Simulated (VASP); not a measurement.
Runs of VASP 6.6.1 on AgBr. The structure is cubic, space group Fm-3m (No. 225). The conventional cell has a = 5.847 Å, b = 5.847 Å, c = 5.847 Å, α = 90.00°, β = 90.00°, γ = 90.00°. Ag (site symmetry m-3m) is surrounded by 6 Br at 2.92 Å. Br (site symmetry m-3m) is surrounded by 6 Ag at 2.92 Å. 

| task | level | potentials or basis | cell | k mesh | cutoff (eV) | mesh quality | gap on the mesh (eV) | pressure (GPa) | relaxed volume (Å³/atom) |
| --- | --- | --- | --- | --- | --- | --- | --- | --- | --- |
| relaxation of cell and atoms | PBE | VASP PAW PBE potentials, release 64 (Ag, Br) | relaxed | 4 × 4 × 4 | 300 | coarse | 0.67 | 0.0 | 24.96 |
| relaxation of cell and atoms | PBE | VASP PAW PBE potentials, release 64 (Ag, Br) | relaxed | 8 × 8 × 8 | 600 | not flagged | (c) | 0.1 | 24.81 |
| band structure | LDA | VASP PAW LDA potentials, release 64 (Ag, Br) | Fm-3m, 22.82 Å³/atom | 8 × 8 × 8 | 520 | not flagged | 0.41 | (b) | - |
| relaxation of cell and atoms | PBEsol | VASP PAW PBE potentials, release 64 (Ag, Br) | relaxed | 8 × 8 × 8 | 600 | not flagged | 0.50 | 0.0 | (a) |

Alike in all rows: no spin polarisation; smearing gaussian 0.03 eV.

Task: Fill in the values left out.

Result: (a) 22.80; (b) -2.6; (c) 0.69.

Caveats: some runs use coarse meshes; the cutoff is under 1.25 times the usual one of these potentials, so pressure, stress and relaxed cells hold a basis-set (Pulay) error (some runs); the PAW data sets were made with another functional, which shifts forces and pressure a little (some runs).

A k mesh can miss the band edges, and the runs leave out spin-orbit coupling on Ag, Br.
